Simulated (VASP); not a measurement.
# N (P4_2/mnm) in VASP: further runs

The runs below take N through single point, with PBEsol.

Program: VASP 6.6.1. These are calculated values, not measurements. Logs are shortened: lines on timing, memory, paths and dates and some standing lists are left out, and cuts for length are marked.

### 1 The structure

Symmetry: P4_2/mnm, No. 136, tetragonal system. The conventional cell has a = 4.084 Å, b = 4.084 Å, c = 5.346 Å, α = 90.00°, β = 90.00°, γ = 90.00°. N (site symmetry m2m) is surrounded by 1 N at 1.11 Å.

### 2 Single point, PBEsol

File INCAR:

```
PREC = Accurate
ENCUT = 460
EDIFF = 1E-6
ISMEAR = 0
SIGMA = 0.05
LREAL = F
LASPH = T
NELM = 100
ALGO = Normal
ISIF = 2
LWAVE = F
LCHARG = F
GGA = PS
ADDGRID = F
```

File KPOINTS:

```
regular mesh
0
Gamma
  2 2 1
```

File POSCAR:

```
N
1.0
    4.0840619700      0.0000000000      0.0000000000
    0.0000000000      4.0840619700      0.0000000000
    0.0000000000      0.0000000000      5.3459132500
N
4
Direct
    0.4042752000      0.5957248000      0.5000000000
    0.0957248000      0.0957248000      0.0000000000
    0.5957248000      0.4042752000      0.5000000000
    0.9042752000      0.9042752000      0.0000000000
```

Potentials or basis: VASP PAW PBE potentials, release 64 (N).

Command:

```bash
> cat potpaw_PBE.64/N/POTCAR > POTCAR
> mpirun -np 1 vasp_std > vasp.out
```

OUTCAR:

```text
PREC = Accurate
   ENCUT = 460
   EDIFF = 1E-6
   ISMEAR = 0
   LREAL = F
   LASPH = T
   NELM = 100
   ISIF = 2
   GGA = PS

 Found      3 irreducible k-points:

 Following reciprocal coordinates:
            Coordinates               Weight
  0.000000  0.000000  0.000000      1.000000
  0.500000  0.000000  0.000000      2.000000
  0.500000  0.500000  0.000000      1.000000
   k-points           NKPTS =      3   k-points in BZ     NKDIM =      3   number of bands    NBANDS=     14
   number of dos      NEDOS =    301   number of ions     NIONS =      4
   total plane-waves  NPLWV =  36000
   dimension x,y,z NGX =    30 NGY =   30 NGZ =   40
   dimension x,y,z NGXF=    60 NGYF=   60 NGZF=   80
   ions per type =               4
   NGX,Y,Z   is equivalent  to a cutoff of  12.21, 12.21, 12.44 a.u.
   NGXF,Y,Z  is equivalent  to a cutoff of  24.42, 24.42, 24.88 a.u.
 SYSTEM =  unknown system
   PREC   = accura    normal or accurate (medium, high low for compatibility)
   ISTART =      0    job   : 0-new  1-cont  2-samecut
   ICHARG =      2    charge: 1-file 2-atom 10-const
   ISPIN  =      1    spin polarized calculation?
   LNONCOLLINEAR =      F non collinear calculations
   LSORBIT =      F    spin-orbit coupling
   LASPH  =      T    aspherical Exc in radial PAW
   ENCUT  =  460.0 eV  33.81 Ry    5.81 a.u.   7.14  7.14  9.35*2*pi/ulx,y,z
   NELM   =    100;   NELMIN=  2; NELMDL= -5     # of ELM steps
   EDIFF  = 0.1E-05   stopping-criterion for ELM
   LREAL  =      F    real-space projection
   EDIFFG = 0.1E-04   stopping-criterion for IOM
   NSW    =      0    number of steps for IOM
   IBRION =     -1    ionic relax: 0-MD 1-quasi-New 2-CG
   NFREE  =      0    steps in history (QN), initial steepest desc. (CG)
   ISIF   =      2    stress and relaxation
   ISYM   =      2    0-nonsym 1-usesym 2-fastsym
   POTIM  = 0.5000    time-step for ionic-motion
   TEBEG  =    0.0;   TEEND  =   0.0 temperature during run
   PSTRESS=    0.0 pullay stress
   NELECT =      20.0000    total number of electrons
   NUPDOWN=      -1.0000    fix difference up-down
   EMIN   =  10.00;   EMAX   =-10.00  energy-range for DOS
   EFERMI =   0.00;   METHOD = LEGACY
   ISMEAR =     0;   SIGMA  =   0.05  broadening in eV -4-tet -1-fermi 0-gaus
   EFERMI_NEDOS =   21; number of points for ismear=-14 and -15
   IALGO  =     38    algorithm
   IMIX   =      4    mixing-type and parameters
     AMIX     =   0.40;   BMIX     =  1.00
     AMIX_MAG =   1.60;   BMIX_MAG =  1.00
  volume/ion in A,a.u.               =      22.29       150.43
  Fermi-wavevector in a.u.,A,eV,Ry     =   0.994678  1.879669 13.461399  0.989385
  Thomas-Fermi vector in A             =   2.126646
   LORBIT       =      0    0 simple, 1 ext, 2 COOP (PROOUT), +10 PAW based schemes
   GGA     = PS    functional components
   LHFCALC =     F    Hartree Fock is set to
   AEXX    =    0.0000 exact exchange contribution
   IVDW    =     0    specifies the selected vdW correction
   LEPSILON=     F    determine dielectric tensor
   LRPA    =     F    only Hartree local field effects (RPA)
 non-spin polarized calculation
 Gauss-broadening in eV      SIGMA  =   0.05
  energy-cutoff  :      460.00
  volume of cell :       89.17
 maximum number of plane-waves:      2003
 NGX is ok and might be reduce to    30
   NGX = 15   NGY = 15   NGZ = 19

 number of electron      20.0000000 magnetization

 Free energy of the ion-electron system (eV)
  ---------------------------------------------------
  ext. energy  EPLUGINS =         0.00000000
  ---------------------------------------------------
  free energy    TOTEN  =       -34.10889669 eV

  energy without entropy =      -34.10889669  energy(sigma->0) =      -34.10889669

 E-fermi :  -6.0917     XC(G=0):  -6.4862

 val. band max:       -6.4005670738   @ k =   0.5000   0.5000   0.0000
 cond. band min:       0.4646309312   @ k =   0.0000   0.0000   0.0000
 fundamental gap:      6.8651980050
 Fermi energy:        -6.0917055194

 k-point     1 :       0.0000    0.0000    0.0000
  band No.  band energies     occupation
      1     -24.7617      2.00000
      2     -24.6978      2.00000
      3      -9.7112      2.00000
      4      -9.7112      2.00000
      5      -8.4537      2.00000
      6      -7.8810      2.00000
      7      -7.8810      2.00000
      8      -7.7890      2.00000
      9      -7.3789      2.00000
     10      -6.5671      2.00000
     11       0.4646      0.00000
     12       1.3422      0.00000
     13       1.7108      0.00000
     14       1.7108      0.00000

 k-point     2 :       0.5000    0.0000    0.0000
  band No.  band energies     occupation
      1     -24.7177      2.00000
      2     -24.7177      2.00000
      3      -9.9585      2.00000
      4      -9.9585      2.00000
      5      -8.0882      2.00000
      6      -8.0882      2.00000
      7      -8.0861      2.00000
      8      -8.0861      2.00000
      9      -6.6018      2.00000
     10      -6.6018      2.00000
     11       1.5016      0.00000
     12       1.5016      0.00000
     13       1.5077      0.00000
     14       1.5077      0.00000

 k-point     3 :       0.5000    0.5000    0.0000
  band No.  band energies     occupation
      1     -24.7054      2.00000
      2     -24.7054      2.00000
      3     -10.1211      2.00000
      4     -10.1211      2.00000
      5      -8.2338      2.00000
      6      -8.2338      2.00000
      7      -8.0372      2.00000
      8      -8.0372      2.00000
      9      -6.4006      2.00000
     10      -6.4006      2.00000
     11       1.2714      0.00000
     12       1.2714      0.00000
     13       2.2612      0.00000
     14       2.2612      0.00000

------------------------ aborting loop because EDIFF is reached ----------------------------------------

  FORCE on cell =-STRESS in cart. coord.  units (eV):
  Direction    XX          YY          ZZ          XY          YZ          ZX
  --------------------------------------------------------------------------------------
  -------------------------------------------------------------------------------------
  Total        0.7225823      0.7225823     -0.0627558     -0.0000000      0.0000000      0.0000000
  in kB       12.9834874     12.9834874     -1.1276069     -0.0000000      0.0000000      0.0000000
  external PRESSURE =       8.2797893 kB  Pullay stress =       0.0000000 kB

 VOLUME and BASIS-vectors are now :
 -----------------------------------------------------------------------------
  energy-cutoff  :      460.00
  volume of cell :       89.17
      direct lattice vectors                 reciprocal lattice vectors
     4.084061970  0.000000000  0.000000000     0.244854267  0.000000000  0.000000000
     0.000000000  4.084061970  0.000000000     0.000000000  0.244854267  0.000000000
     0.000000000  0.000000000  5.345913250     0.000000000  0.000000000  0.187058778

 POSITION                                       TOTAL-FORCE (eV/Angst)
 -----------------------------------------------------------------------------------
      1.65108      2.43298      2.67296        -0.732812      0.732812     -0.000000
      0.39095      0.39095      0.00000         0.732812      0.732812     -0.000000
      2.43298      1.65108      2.67296         0.732812     -0.732812      0.000000
      3.69312      3.69312      0.00000        -0.732812     -0.732812      0.000000
 -----------------------------------------------------------------------------------
    total drift:                                0.000000     -0.000000      0.000000

  FREE ENERGIE OF THE ION-ELECTRON SYSTEM (eV)
  ---------------------------------------------------
  free  energy   TOTEN  =       -34.1088966858 eV

  energy  without entropy=      -34.1088966858  energy(sigma->0) =      -34.10889669
```

Run time: 5.1 s. Hardware: 1 thread of Intel Xeon Platinum 8259CL at 2.50GHz (Skylake/Cascade Lake), shared host; peak memory 0.16 GiB.

These settings aren't checked as converged: the numbers below hold their error.

What came out:

```yaml
Free_energy: -34.1089 eV
Pressure: 0.8 GPa
Largest_force: 1.036 eV/Å
Band_gap_on_the_k_mesh: 6.87 eV, indirect (least direct gap 7.03 eV)
```

Caveat: the k mesh is coarse (spacing up to 1.18 Å⁻¹), so the values aren't converged; the cutoff is under 1.25 times the usual one of these potentials, so pressure, stress and relaxed cells hold a basis-set (Pulay) error; the standard files for N, O and F lose accuracy on very short bonds; the PAW data sets were made with another functional, which shifts forces and pressure a little; an odd mesh through Γ misses points on the zone boundary, where band edges often lie.

### 3 Single point, PBEsol

INCAR, as its differences from that of step 2:

```diff
@@ -1,3 +1,3 @@
 PREC = Accurate
-ENCUT = 460
+ENCUT = 520
 EDIFF = 1E-6
```

KPOINTS is that of step 2.

POSCAR is that of step 2.

Potentials or basis: VASP PAW PBE potentials, release 64 (N).

Command:

```bash
> cat potpaw_PBE.64/N/POTCAR > POTCAR
> mpirun -np 1 vasp_std > vasp.out
```

It took 5 s on 1 thread of Intel Xeon Platinum 8259CL at 2.50GHz (Skylake/Cascade Lake), shared host; peak memory 0.16 GiB.

The run converged, but some of its settings lie outside the range that counts as converged, so its numbers aren't taken as properties of the crystal.

What came out:

- Free energy: -34.1228 eV
- Pressure: 1.3 GPa
- Largest force: 0.851 eV/Å
- Band gap on the k mesh: 6.87 eV, indirect (least direct gap 7.03 eV)

Caveat: the k mesh is coarse (spacing up to 1.18 Å⁻¹), so the values aren't converged; the standard files for N, O and F lose accuracy on very short bonds; the PAW data sets were made with another functional, which shifts forces and pressure a little; an odd mesh through Γ misses points on the zone boundary, where band edges often lie.

### 4 Single point, PBEsol

INCAR, as its differences from that of step 3:

```diff
@@ -1,3 +1,3 @@
 PREC = Accurate
-ENCUT = 520
+ENCUT = 220
 EDIFF = 1E-6
```

File KPOINTS:

```
regular mesh
0
Gamma
  3 3 2
```

POSCAR is that of step 3.

Command:

```bash
> cat potpaw_PBE.64/N/POTCAR > POTCAR
> mpirun -np 1 vasp_std > vasp.out
```

Run time: 3 s. Hardware: 1 thread of Intel Xeon Platinum 8259CL at 2.50GHz (Skylake/Cascade Lake), shared host; peak memory 0.12 GiB.

The run converged, but a check on its numbers failed (symmetry, net force, bounds or a known fault of this set-up), so they aren't taken as properties of the crystal.

Caveat: the k mesh is coarse (spacing up to 0.59 Å⁻¹), so the values aren't converged; the cutoff lies under the usual one of these potentials, so the numbers hold a large basis-set error; a pressure of tens of GPa on the cell as given is suspect, and the run, the potentials or the cell itself is likely at fault; the standard files for N, O and F lose accuracy on very short bonds; the PAW data sets were made with another functional, which shifts forces and pressure a little; an odd mesh through Γ misses points on the zone boundary, where band edges often lie.

### 5 Single point, PBEsol

INCAR, as its differences from that of step 4:

```diff
@@ -1,3 +1,3 @@
 PREC = Accurate
-ENCUT = 220
+ENCUT = 400
 EDIFF = 1E-6
```

File KPOINTS:

```
regular mesh
0
Gamma
  2 2 2
```

POSCAR is that of step 4.

Potentials or basis: VASP PAW PBE potentials, release 64 (N).

Command:

```bash
> cat potpaw_PBE.64/N/POTCAR > POTCAR
> mpirun -np 1 vasp_std > vasp.out
```

OUTCAR:

```text
PREC = Accurate
   ENCUT = 400
   EDIFF = 1E-6
   ISMEAR = 0
   LREAL = F
   LASPH = T
   NELM = 100
   ISIF = 2
   GGA = PS

 Found      6 irreducible k-points:

 Following reciprocal coordinates:
            Coordinates               Weight
  0.000000  0.000000  0.000000      1.000000
  0.500000  0.000000  0.000000      2.000000
  0.500000  0.500000  0.000000      1.000000
  0.000000  0.000000  0.500000      1.000000
  0.500000  0.000000  0.500000      2.000000
  0.500000  0.500000  0.500000      1.000000
   k-points           NKPTS =      6   k-points in BZ     NKDIM =      6   number of bands    NBANDS=     14
   number of dos      NEDOS =    301   number of ions     NIONS =      4
   total plane-waves  NPLWV =  28224
   dimension x,y,z NGX =    28 NGY =   28 NGZ =   36
   dimension x,y,z NGXF=    56 NGYF=   56 NGZF=   72
   ions per type =               4
   NGX,Y,Z   is equivalent  to a cutoff of  11.40, 11.40, 11.20 a.u.
   NGXF,Y,Z  is equivalent  to a cutoff of  22.80, 22.80, 22.39 a.u.
 SYSTEM =  unknown system
   PREC   = accura    normal or accurate (medium, high low for compatibility)
   ISTART =      0    job   : 0-new  1-cont  2-samecut
   ICHARG =      2    charge: 1-file 2-atom 10-const
   ISPIN  =      1    spin polarized calculation?
   LNONCOLLINEAR =      F non collinear calculations
   LSORBIT =      F    spin-orbit coupling
   LASPH  =      T    aspherical Exc in radial PAW
   ENCUT  =  400.0 eV  29.40 Ry    5.42 a.u.   6.66  6.66  8.72*2*pi/ulx,y,z
   NELM   =    100;   NELMIN=  2; NELMDL= -5     # of ELM steps
   EDIFF  = 0.1E-05   stopping-criterion for ELM
   LREAL  =      F    real-space projection
   EDIFFG = 0.1E-04   stopping-criterion for IOM
   NSW    =      0    number of steps for IOM
   IBRION =     -1    ionic relax: 0-MD 1-quasi-New 2-CG
   NFREE  =      0    steps in history (QN), initial steepest desc. (CG)
   ISIF   =      2    stress and relaxation
   ISYM   =      2    0-nonsym 1-usesym 2-fastsym
   POTIM  = 0.5000    time-step for ionic-motion
   TEBEG  =    0.0;   TEEND  =   0.0 temperature during run
   PSTRESS=    0.0 pullay stress
   NELECT =      20.0000    total number of electrons
   NUPDOWN=      -1.0000    fix difference up-down
   EMIN   =  10.00;   EMAX   =-10.00  energy-range for DOS
   EFERMI =   0.00;   METHOD = LEGACY
   ISMEAR =     0;   SIGMA  =   0.05  broadening in eV -4-tet -1-fermi 0-gaus
[... 23 lines left out ...]
 number of electron      20.0000011 magnetization

 Free energy of the ion-electron system (eV)
  ---------------------------------------------------
  ext. energy  EPLUGINS =         0.00000000
  ---------------------------------------------------
  free energy    TOTEN  =       -34.06864577 eV

  energy without entropy =      -34.06864577  energy(sigma->0) =      -34.06864577

 E-fermi :  -6.0863     XC(G=0):  -6.4944

 val. band max:       -6.3619794066   @ k =   0.5000   0.5000   0.5000
 cond. band min:       0.4666388206   @ k =   0.0000   0.0000   0.0000
 fundamental gap:      6.8286182272
 Fermi energy:        -6.0862765305

 k-point     1 :       0.0000    0.0000    0.0000
  band No.  band energies     occupation
      1     -24.7877      2.00000
      2     -24.7276      2.00000
      3      -9.7253      2.00000
      4      -9.7253      2.00000
      5      -8.4613      2.00000
      6      -7.8912      2.00000
      7      -7.8912      2.00000
      8      -7.7933      2.00000
      9      -7.3692      2.00000
     10      -6.5626      2.00000
     11       0.4666      0.00000
     12       1.3517      0.00000
     13       1.7188      0.00000
     14       1.7188      0.00000
[... 71 lines left out ...]
      1     -24.7345      2.00000
      2     -24.7345      2.00000
      3     -10.1051      2.00000
      4     -10.1051      2.00000
      5      -8.2930      2.00000
      6      -8.2930      2.00000
      7      -8.0809      2.00000
      8      -8.0809      2.00000
      9      -6.3620      2.00000
     10      -6.3620      2.00000
     11       1.3104      0.00000
     12       1.3104      0.00000
     13       2.2646      0.00000
     14       2.2646      0.00000

------------------------ aborting loop because EDIFF is reached ----------------------------------------

  FORCE on cell =-STRESS in cart. coord.  units (eV):
  Direction    XX          YY          ZZ          XY          YZ          ZX
  --------------------------------------------------------------------------------------
  -------------------------------------------------------------------------------------
  Total       -0.5398987     -0.5398987     -1.8945342      0.0000000      0.0000000      0.0000000
  in kB       -9.7009951     -9.7009951    -34.0413266      0.0000000      0.0000000      0.0000000
  external PRESSURE =     -17.8144389 kB  Pullay stress =       0.0000000 kB

 VOLUME and BASIS-vectors are now :
 -----------------------------------------------------------------------------
  energy-cutoff  :      400.00
  volume of cell :       89.17
      direct lattice vectors                 reciprocal lattice vectors
     4.084061970  0.000000000  0.000000000     0.244854267  0.000000000  0.000000000
     0.000000000  4.084061970  0.000000000     0.000000000  0.244854267  0.000000000
     0.000000000  0.000000000  5.345913250     0.000000000  0.000000000  0.187058778

 POSITION                                       TOTAL-FORCE (eV/Angst)
 -----------------------------------------------------------------------------------
      1.65108      2.43298      2.67296        -1.064526      1.064526      0.000000
      0.39095      0.39095      0.00000         1.064526      1.064526      0.000000
      2.43298      1.65108      2.67296         1.064526     -1.064526     -0.000000
      3.69312      3.69312      0.00000        -1.064526     -1.064526     -0.000000
 -----------------------------------------------------------------------------------
    total drift:                                0.000000      0.000000      0.000000

  FREE ENERGIE OF THE ION-ELECTRON SYSTEM (eV)
  ---------------------------------------------------
  free  energy   TOTEN  =       -34.0686457701 eV

  energy  without entropy=      -34.0686457701  energy(sigma->0) =      -34.06864577
```

It took 5.4 s on 1 thread of Intel Xeon Platinum 8259CL at 2.50GHz (Skylake/Cascade Lake), shared host; peak memory 0.15 GiB.

These settings aren't checked as converged: the numbers below hold their error.

Results:

```
Free energy            : -34.0686 eV
Largest force          : 1.505 eV/Å
Band gap on the k mesh : 6.83 eV, indirect (least direct gap 7.03 eV)
```

Caveat: the k mesh is coarse (spacing up to 0.77 Å⁻¹), so the values aren't converged; the cutoff is under 1.25 times the usual one of these potentials, so pressure, stress and relaxed cells hold a basis-set (Pulay) error; the standard files for N, O and F lose accuracy on very short bonds; the PAW data sets were made with another functional, which shifts forces and pressure a little.
